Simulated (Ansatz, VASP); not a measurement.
**Mg: VASP beside Ansatz**

The input INCAR:

```
PREC = Accurate
ENCUT = 520
EDIFF = 1E-6
ISMEAR = -1
SIGMA = 0.02
LREAL = False
LASPH = True
NELM = 100
ALGO = Fast
ISIF = 2
LWAVE = False
LCHARG = False
GGA = PE
NBANDS = 9
```

The input KPOINTS:

```
Automatic mesh
0
Gamma
  4 4 2
```

The input POSCAR:

```
Mg
1.0
    3.2093000000      0.0000000000      0.0000000000
   -1.6046500000      2.7793353284      0.0000000000
    0.0000000000      0.0000000000      5.2103000000
Mg
2
Direct
    0.6666666667      0.3333333333      0.7500000000
    0.3333333333      0.6666666667      0.2500000000
```

Contents of input.yaml:

```yaml
crystal:
  lattice:
    - [3.2093, 0.0, 0.0]
    - [-1.60465, 2.7793353284, 0.0]
    - [0.0, 0.0, 5.2103]
  atoms:
    - { symbol: Mg, position: [0.6666666667, 0.3333333333, 0.75] }
    - { symbol: Mg, position: [0.3333333333, 0.6666666667, 0.25] }
kpoints:
  mp_grid: { grid: [4, 4, 2] }
scf:
  occupations: { method: fermi_dirac, width: 0.02 }
hamiltonian:
  xc: pbe
  pseudopotentials: { kind: all_electron, lapw: { basis_error: 0.002 } }
output:
  forces: true
  stress: true
  eigenvalues: true
```

Alike in both runs: task single point; functional PBE; k mesh 4 × 4 × 2; occupations fermi-dirac, width 0.02 eV; no spin polarisation.

```csv
,VASP,Ansatz
version,VASP 6.6.1,Ansatz 0.2.0
potentials or method,"VASP PAW PBE potentials, release 64 (Mg)","all-electron LAPW, scalar-relativistic"
plane-wave cutoff (eV),520,see its input
```

|  | VASP | Ansatz | Ansatz less VASP |
| --- | --- | --- | --- |
| gap on the k mesh at the Fermi level (eV) | none | none | - |
| pressure (GPa) | -0.8 | -0.7 | +0.11 |
| largest component of the traceless stress (GPa) | 0.66 | 0.66 | -0.001 |

A gap of «none» marks a metal or a gap that the smearing closes. Ansatz ran all-electron here, so the differences hold the error of VASP's frozen core and of both bases.

Caveats: the k mesh is coarse (spacing up to 0.60 Å⁻¹), so the values aren't converged.
